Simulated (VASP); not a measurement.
Wanted: the native input for a VASP 6.6.1 run.

```
Task                   : relaxation of cell and atoms
Functional             : PBEsol
Potentials or basis    : VASP PAW PBE potentials, release 64 (Ba_sv, Ti_sv, O)
Cutoff                 : 600 eV
k mesh                 : 5 × 5 × 5
Occupations            : fermi-dirac, width 0.05 eV
Spin                   : no spin polarisation
Target pressure        : 5 GPa
Further INCAR settings : ALGO = Normal; EDIFF = 1e-06; IBRION = 2; EDIFFG = -0.01; NSW = 60; ISIF = 3
Target pressure        : 5 GPa
```

The structure of BaTiO3 lies in POSCAR:

```
BaTiO3
1.0
    4.0060000000      0.0000000000      0.0000000000
    0.0000000000      4.0060000000      0.0000000000
    0.0000000000      0.0000000000      4.0060000000
Ba Ti O
1 1 3
Direct
    0.5000000000      0.5000000000      0.5000000000
    0.0000000000      0.0000000000      0.0000000000
    0.0000000000      0.0000000000      0.5000000000
    0.0000000000      0.5000000000      0.0000000000
    0.5000000000      0.0000000000      0.0000000000
```

One way to write it, as run:

INCAR

```
SYSTEM = BaTiO3
ALGO = Normal ; EDIFF = 1E-6
EDIFFG = -0.01 ; ENCUT = 600
GGA = PS ; IBRION = 2
ISIF = 3 ; ISMEAR = -1
LASPH = .True. ; LCHARG = .False.
LREAL = .False. ; LWAVE = .False.
NELM = 100 ; NSW = 60
PREC = Accurate ; PSTRESS = 50
SIGMA = 0.05
```

KPOINTS

```
k-points
0
Gamma
  5 5 5
  0 0 0
```

Potentials or basis: VASP PAW PBE potentials, release 64 (Ba_sv, Ti_sv, O).

Launch:

```bash
$ cat potpaw_PBE.64/Ba_sv/POTCAR potpaw_PBE.64/Ti_sv/POTCAR potpaw_PBE.64/O/POTCAR > POTCAR
$ mpirun -np 1 vasp_std > vasp.out
```

Results of the run:

The relaxed volume is 12.32 Å³/atom and the relaxed cell is a = 3.949 Å, b = 3.949 Å, c = 3.949 Å, α = 90.00°, β = 90.00°, γ = 90.00°. The space group after relaxing (to 0.05 Å) is Pm-3m (No. 221) and the energy change on relaxing (the enthalpy is what falls) is +2.8 meV/atom. The ionic steps are 3, the pressure after relaxing is 4.9 GPa and the band gap on the k mesh is 1.87 eV, direct.

Caveat: the cell is relaxed towards a set pressure, so the enthalpy falls and the energy may rise; the PAW data sets were made with another functional, which shifts forces and pressure a little; spin-orbit coupling is left out, which moves the levels of the heavy elements; an odd mesh through Γ misses points on the zone boundary, where band edges often lie.

It took 28 s on 1 thread of AMD EPYC 9R45 96-Core Processor (Zen 5) (shared host), peak memory 0.17 GiB.
